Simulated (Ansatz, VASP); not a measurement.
**W in VASP and in Ansatz**

```xyz
1
Lattice="0.0000 2.0300 2.0300 2.0300 0.0000 2.0300 2.0300 2.0300 0.0000" Properties=species:S:1:pos:R:3 pbc="T T T"
W     0.0000    0.0000    0.0000
```

This isn't the form of W at room conditions, which is bcc.

Alike in both runs: task single point; functional PBEsol; k mesh 22 × 22 × 22; occupations gaussian, width 0.15 eV; no spin polarisation.

```csv
,VASP,Ansatz
version,VASP 6.6.1,Ansatz 0.2.0
potentials or method,"VASP PAW PBE potentials, release 64 (W_sv)","scalar-relativistic, plane waves, PAW"
plane-wave cutoff (eV),520,420
valence electrons in the cell,14,14
```

```tsv
	VASP	Ansatz	Ansatz less VASP
gap on the k mesh at the Fermi level (eV)	none	none	-
pressure (GPa)	-12.3	-12.7	-0.47
```

A gap of «none» marks a metal or a gap that the smearing closes.

Caveats: the PAW data sets were made with another functional, which shifts forces and pressure a little (VASP). Spin-orbit coupling is left out, which matters for the levels of W.
